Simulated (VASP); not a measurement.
GaSb: single point with PBEsol

**The experiment to reproduce.**

A printed reference work, data compilation reports, for a bulk crystal of GaSb at 4.2 K: band gap 0.811 eV (direct).

Crystal: GaSb.

```
CELL_PARAMETERS angstrom
0.00000 3.05900 3.05900
3.05900 0.00000 3.05900
3.05900 3.05900 0.00000
ATOMIC_POSITIONS crystal
Sb 0.75000 0.75000 0.75000
Ga 0.00000 0.00000 0.00000
```

* Program: VASP 6.6.1
* Task: single point
* Functional: PBEsol
* Potentials or basis: VASP PAW PBE potentials, release 64 (Sb, Ga_d)
* Cutoff: 520 eV
* k mesh: 8 × 8 × 8
* Occupations: gaussian, width 0.1 eV
* Spin: no spin polarisation
* Further INCAR settings: ALGO = Normal; EDIFF = 1.00e-06

* Pressure: -0.1 GPa
* Band gap on the k mesh: none (metal or under the smearing width)

Levels at points of the mesh, in eV from the Fermi level:
```csv
k point,band 5,band 6,band 7,band 8,band 9,band 10,band 11,band 12,band 13
"(0.00, 0.00, 0.00)",-14.99,-11.55,-0.05,-0.05,-0.05,-0.05,2.71,2.71,2.71
"(0.50, 0.00, 0.00)",-14.99,-9.92,-6.44,-1.20,-1.20,0.30,3.67,3.67,6.27
"(0.50, 0.50, 0.00)",-14.99,-9.09,-6.88,-2.63,-2.63,0.79,1.11,8.62,8.62
```

It took 13 s on 1 thread of Intel(R) Xeon(R) Platinum 8375C CPU @ 2.90GHz (Ice Lake), on a shared host, peak memory 0.18 GiB.

Against the measured gap of GaSb, 0.811 eV (direct; 4.2 K; a printed reference work, data compilation), the calculated 0.00 eV is off by -0.81 eV. Spin-orbit coupling on Ga, Sb is left out. The value is that of PBEsol on a finite k mesh, which can miss the band edges, without temperature or zero-point motion. Semilocal functionals fall short of measured gaps as a rule.

Caveat: the PAW data sets were made with another functional, which shifts forces and pressure a little; this crystal is a semiconductor, whose small gap the functional closes, so the metal is an error of the method. The run has no spin-orbit coupling, so splittings on Sb are missing.
